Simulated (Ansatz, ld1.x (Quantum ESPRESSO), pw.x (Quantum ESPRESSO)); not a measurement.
What a changed setting does to a pw.x run (diamond Ta)

Potential: PAW, ld1.x (Quantum ESPRESSO) 7.5, PBE; core [Xe] 4f14, reference 5d3 6s1 6p0; waves: 6s (bound): rcut 1.95, rcutus 2.50 bohr; 6s channel at 0.05 Ry: rcut 1.95, rcutus 2.50 bohr; 6p (bound, empty): rcut 2.30, rcutus 2.70 bohr; 6p channel at 2.55 Ry: rcut 2.30, rcutus 2.70 bohr; 5d (bound): rcut 2.00, rcutus 2.45 bohr; 5d channel at -0.3 Ry: rcut 2.00, rcutus 2.45 bohr; local part: all-electron potential smoothed inside 2.40 bohr (lloc = -2); core correction: Bessel-smoothed model core inside 1.75 bohr; augmentation: GAUSS, radius 2.10 bohr.

The reference run (k-mesh 8³, cutoffs 40/320 Ry, Fermi–Dirac 0.01 Ry, mixing_beta 0.4, conv_thr 1e-9, no spin) gives -0.44 GPa at 28.487 Å³/atom, where all-electron LAPW gives -0.00 GPa. This run, with its own iteration cap, changes smearing to mp.

```
&control
  calculation='scf', prefix='x', pseudo_dir='./', outdir='./tmp', tstress=.true., disk_io='none'
/
&system
  ibrav=0, nat=2, ntyp=1, ecutwfc=40, ecutrho=320, nbnd=12,
  occupations='smearing', smearing='mp', degauss=0.01
/
&electrons
  conv_thr=1e-09, mixing_beta=0.4, electron_maxstep=50
/
ATOMIC_SPECIES
Ta 1.0 Ta.UPF
CELL_PARAMETERS angstrom
  0.00000000 3.05409287 3.05409287
  3.05409287 0.00000000 3.05409287
  3.05409287 3.05409287 0.00000000
ATOMIC_POSITIONS crystal
Ta 0.0000 0.0000 0.0000
Ta 0.2500 0.2500 0.2500
K_POINTS automatic
8 8 8 0 0 0
```

```bash
pw.x < Ta.scf.in > Ta.scf.out
```

Problem. How does the run end?

Solution. It converges in 13 iterations; the free energy moves by +59.1 meV/atom and the pressure by -0.13 GPa. This scheme is built to cancel the term in the square of the width that Fermi–Dirac smearing leaves in the F of a metal.

```
Message from routine setup:
     using ibrav=0 with symmetry is DISCOURAGED, use correct ibrav instead
     lattice parameter (alat)  =       8.1620  a.u.
     unit-cell volume          =     384.4796 (a.u.)^3
     number of electrons       =        10.00
     number of Kohn-Sham states=           12
     kinetic-energy cutoff     =      40.0000  Ry
     charge density cutoff     =     320.0000  Ry
     scf convergence threshold =      1.0E-09
     Exchange-correlation= SLA  PW   PBX  PBC
     number of k points=    29  Methfessel-Paxton smearing, width (Ry)=  0.0100
     iteration #  1     ecut=    40.00 Ry     beta= 0.40
     total energy              =   -1271.88484225 Ry
     estimated scf accuracy    <       0.41506233 Ry
     iteration #  2     ecut=    40.00 Ry     beta= 0.40
     total energy              =   -1271.88426293 Ry
     estimated scf accuracy    <       0.05464805 Ry
     iteration #  3     ecut=    40.00 Ry     beta= 0.40
     total energy              =   -1271.89743491 Ry
     estimated scf accuracy    <       0.00759066 Ry
     [... 7 iterations left out ...]
     iteration # 11     ecut=    40.00 Ry     beta= 0.40
     total energy              =   -1271.89856040 Ry
     estimated scf accuracy    <       0.00000024 Ry
     iteration # 12     ecut=    40.00 Ry     beta= 0.40
     total energy              =   -1271.89856035 Ry
     estimated scf accuracy    <       0.00000015 Ry
     iteration # 13     ecut=    40.00 Ry     beta= 0.40
     the Fermi energy is     6.0346 ev
!    total energy              =   -1271.89856039 Ry
     estimated scf accuracy    <          3.5E-10 Ry
     smearing contrib. (-TS)   =       0.00012836 Ry
     The total energy is F=E-TS. E is the sum of the following terms:
     one-electron contribution =      11.26768488 Ry
     hartree contribution      =       1.58257276 Ry
     xc contribution           =     -49.88101506 Ry
     ewald contribution        =     -23.33402164 Ry
     one-center paw contrib.   =   -1211.53390969 Ry
     convergence has been achieved in  13 iterations
          total   stress  (Ry/bohr**3)                   (kbar)     P=       -5.68
     Message from routine punch:
     Nothing written, as per user request (disk_io='none')
```

The run took about 27 s on one core of a shared host (Neoverse-V1, 32 threads, 247 GiB, load 12).
